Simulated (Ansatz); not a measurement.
## Ti (Im-3m): electronic heat capacity and spin susceptibility from the density of states

Theory: DFT r2SCAN, scalar-relativistic, plane waves, PAW in Ansatz.

Cutoff 500 eV; k points 18×18×18 on the computed 1-atom cell (Γ-centred); Gaussian smearing, width 0.10 eV; no spin polarisation.

Relaxed cell: Im-3m, a = 3.252 Å, b = 3.252 Å, c = 3.252 Å, α = 90.00°, β = 90.00°, γ = 90.00°, 1 atom in the primitive cell. This bcc form isn't the element's structure at ambient conditions.

The density of states at the Fermi level is 2.057 states/eV in the cell of 1 atom (1 formula unit; both spins, tetrahedra on a 27×27×27 mesh).

**Question.** What Sommerfeld coefficient and Pauli susceptibility does this give?

**Answer.** Per formula unit N(E_F) = 2.057 states/eV. γ = (π²/3) k_B² N(E_F) N_A = 2.357 mJ/(mol K²) per state/eV, so γ = 4.8 mJ/(mol K²), a mole of formula units. χ_P = μ_B² N(E_F) N_A = 3.23×10⁻⁵ emu/mol per state/eV gives 6.6×10⁻⁵ emu/mol. This is the bare band result: a measured γ of the same phase is as a rule larger by a factor 1 + λ from phonons and spin fluctuations, the spin part of χ is larger by the Stoner factor, and a measured χ also holds orbital and core terms. N(E_F) at one energy is sensitive to the mesh where the density of states has sharp peaks.